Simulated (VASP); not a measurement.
The system is TaS2.

```
Ta S
1.0
     3.35000    0.00000    0.00000
    -1.67500    2.90119    0.00000
     0.00000    0.00000    5.86000
Ta S
1 2
Cartesian
  0.0000 0.0000 0.0000
  0.0000 1.9341 1.4650
  1.6750 0.9671 4.3950
```

- Program: VASP 6.6.1
- Task: relaxation of cell and atoms
- Functional: PBE
- Potentials or basis: VASP PAW PBE potentials, release 64 (Ta_pv, S)
- Cutoff: 600 eV
- k mesh: 15 × 15 × 6
- Occupations: methfessel-paxton, width 0.1 eV
- Spin: no spin polarisation

At the start: pressure 9.1 GPa; volume 18.98 Å³/atom.

Problem. Where does the relaxation end?

Solution. Over 34 steps the energy falls by 48.0 meV/atom and the volume is 21.96 Å³/atom (+15.7 %); space group P-3m1 (No. 164, to 0.05 Å).

The path:
| step | energy change (eV) | largest force (eV/Å) | pressure (GPa) | volume (Å³) |
| --- | --- | --- | --- | --- |
| 1 | 0.0000 | 1.2457 | 9.14 | 56.95 |
| 2 | 0.2432 | 1.9097 | -12.48 | 66.34 |
| 3 | -0.1149 | 0.0902 | -0.58 | 60.12 |
| 4 | -0.1152 | 0.0447 | -0.26 | 59.99 |
| 5 | -0.1151 | 0.0220 | -0.12 | 59.93 |
| 6 | -0.1216 | 0.0826 | 0.12 | 59.83 |
| 7 | -0.1234 | 0.1406 | 0.34 | 59.73 |
| 8 | -0.1260 | 0.1461 | 0.18 | 60.08 |
| 9 | -0.1320 | 0.1609 | -0.25 | 61.11 |
| 10 | -0.1383 | 0.1803 | -0.92 | 63.19 |
| 11 | -0.1400 | 0.1118 | -0.49 | 63.21 |
| 12 | -0.1413 | 0.0022 | 0.21 | 63.25 |
| 13 | -0.1413 | 0.0178 | 0.30 | 63.25 |
| 14 | -0.1415 | 0.0225 | 0.33 | 63.36 |
| 15 | -0.1420 | 0.0334 | 0.35 | 63.67 |
| 16 | -0.1428 | 0.0602 | 0.44 | 64.29 |
| 17 | -0.1432 | 0.0471 | -0.26 | 64.84 |
| 18 | -0.1433 | 0.0192 | -0.09 | 64.70 |
| 19 | -0.1433 | 0.0172 | -0.09 | 64.69 |
| 20 | -0.1431 | 0.0215 | 0.18 | 64.49 |
| 21 | -0.1433 | 0.0160 | -0.06 | 64.68 |
| 22 | -0.1433 | 0.0031 | 0.04 | 64.64 |
| 23 | -0.1433 | 0.0008 | 0.06 | 64.63 |
| 24 | -0.1433 | 0.0060 | 0.06 | 64.64 |
| 25 | -0.1433 | 0.0195 | 0.04 | 64.69 |
| 26 | -0.1434 | 0.0210 | 0.03 | 64.72 |
| 27 | -0.1434 | 0.0245 | -0.01 | 64.82 |
| 28 | -0.1435 | 0.0334 | -0.10 | 65.03 |
| 29 | -0.1436 | 0.0488 | -0.26 | 65.44 |
| 30 | -0.1436 | 0.0472 | -0.24 | 65.45 |
| 31 | -0.1436 | 0.0443 | -0.24 | 65.48 |
| 32 | -0.1437 | 0.0382 | -0.21 | 65.54 |
| 33 | -0.1438 | 0.0259 | -0.15 | 65.65 |
| 34 | -0.1439 | 0.0023 | -0.02 | 65.87 |

Final structure:
```
Ta S
1.0
     3.37737    0.00000    0.00000
    -1.68869    2.92489    0.00000
     0.00000    0.00000    6.66849
Ta S
1 2
Direct
  0.00000 0.00000 0.00000
  0.33333 0.66667 0.23013
  0.66667 0.33333 0.76987
```

Caveat: the volume moved by over 15 % at a fixed basis, so the end points are rough; this functional lacks dispersion, which binds the layers, so the pressure and a relaxed spacing across them are unreliable, and here the layers came unbound; the volume moved by +16 % from the deposited cell, more than functionals usually miss.
